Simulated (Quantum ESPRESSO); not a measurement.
Here is a Quantum ESPRESSO 7.5 calculation.

Contents of pw.in:

```
&CONTROL
  calculation = 'scf'
  prefix = 'pwscf'
  outdir = './tmp'
  pseudo_dir = './pseudo'
  tprnfor = .true.
  tstress = .true.
  disk_io = 'low'
/
&SYSTEM
  ibrav = 0
  nat = 2
  ntyp = 2
  ecutwfc = 72
  nbnd = 22
  occupations = 'smearing'
  smearing = 'fd'
  degauss = 0.00367493
/
&ELECTRONS
  conv_thr = 4d-10
  electron_maxstep = 120
  mixing_beta = 0.2
  startingwfc = 'atomic'
/
ATOMIC_SPECIES
Pb   207.2000 Pb.upf
Te   127.6000 Te.upf
CELL_PARAMETERS angstrom
   0.0000000000    3.2310000000    3.2310000000
   3.2310000000    0.0000000000    3.2310000000
   3.2310000000    3.2310000000    0.0000000000
ATOMIC_POSITIONS crystal
Pb     0.0000000000    0.0000000000    0.0000000000
Te     0.5000000000    0.5000000000    0.5000000000
K_POINTS automatic
4 4 4 1 1 1
```

Contents of gamma.in:

```
&CONTROL
  calculation = 'bands'
  prefix = 'pwscf'
  outdir = './tmp'
  pseudo_dir = './pseudo'
  disk_io = 'low'
  verbosity = 'high'
/
&SYSTEM
  ibrav = 0
  nat = 2
  ntyp = 2
  ecutwfc = 72
  nbnd = 22
  occupations = 'smearing'
  smearing = 'fd'
  degauss = 0.00367493
/
&ELECTRONS
  conv_thr = 1d-08
  electron_maxstep = 120
  mixing_beta = 0.2
  startingwfc = 'random'
  diago_full_acc = .true.
/
ATOMIC_SPECIES
Pb   207.2000 Pb.upf
Te   127.6000 Te.upf
CELL_PARAMETERS angstrom
   0.0000000000    3.2310000000    3.2310000000
   3.2310000000    0.0000000000    3.2310000000
   3.2310000000    3.2310000000    0.0000000000
ATOMIC_POSITIONS crystal
Pb     0.0000000000    0.0000000000    0.0000000000
Te     0.5000000000    0.5000000000    0.5000000000
K_POINTS crystal
1
0.0 0.0 0.0 1
```

scf2.in

```
&CONTROL
  calculation = 'scf'
  prefix = 'pwscf'
  outdir = './tmp'
  pseudo_dir = './pseudo'
  tprnfor = .true.
  tstress = .true.
  disk_io = 'low'
/
&SYSTEM
  ibrav = 0
  nat = 2
  ntyp = 2
  ecutwfc = 72
  nbnd = 22
  occupations = 'fixed'
/
&ELECTRONS
  conv_thr = 1d-11
  electron_maxstep = 120
  mixing_beta = 0.2
  startingpot = 'file'
/
ATOMIC_SPECIES
Pb   207.2000 Pb.upf
Te   127.6000 Te.upf
CELL_PARAMETERS angstrom
   0.0000000000    3.2310000000    3.2310000000
   3.2310000000    0.0000000000    3.2310000000
   3.2310000000    3.2310000000    0.0000000000
ATOMIC_POSITIONS crystal
Pb     0.0000000000    0.0000000000    0.0000000000
Te     0.5000000000    0.5000000000    0.5000000000
K_POINTS automatic
4 4 4 1 1 1
```

The input eels.in:

```
&LR_INPUT
  prefix = 'pwscf'
  outdir = './tmp'
  restart_step = 5000
  restart = .false.
/
&LR_CONTROL
  calculator = 'lanczos'
  approximation = 'TDDFT'
  q1 = 0
  q2 = 0
  q3 = 0.03636152522
  itermax = 400
/
```

spectrum.in

```
&LR_INPUT
  prefix = 'pwscf'
  outdir = './tmp'
  eels = .true.
  itermax0 = 400
  itermax = 20000
  extrapolation = 'osc'
  epsil = 0.03
  units = 1
  start = 0
  end = 40
  increment = 0.2
/
```

File spectrum_short.in:

```
&LR_INPUT
  prefix = 'pwscf'
  outdir = './tmp'
  eels = .true.
  itermax0 = 266
  itermax = 20000
  extrapolation = 'osc'
  epsil = 0.03
  units = 1
  start = 0
  end = 40
  increment = 0.2
/
```

Potentials or basis: PseudoDojo 0.4.1 SR LDA standard.

The run is started by

```console
$ OMP_NUM_THREADS=1 pw.x -in pw.in > pw.out
$ OMP_NUM_THREADS=1 pw.x -in gamma.in > gamma.out
$ OMP_NUM_THREADS=1 pw.x -in scf2.in > scf2.out
$ OMP_NUM_THREADS=1 turbo_eels.x -in eels.in > eels.out
$ OMP_NUM_THREADS=1 turbo_spectrum.x -in spectrum.in > spectrum.out
$ OMP_NUM_THREADS=1 turbo_spectrum.x -in spectrum_short.in > spectrum_short.out
```

(1) What does it give for the peak of the energy-loss function?

(2) Predict the pressure.

Results:

(1) 13.4 eV.

(2) -1.7 GPa.

Caveat: the Lanczos chain is short for so many electrons, so humps in the spectrum may be artefacts.
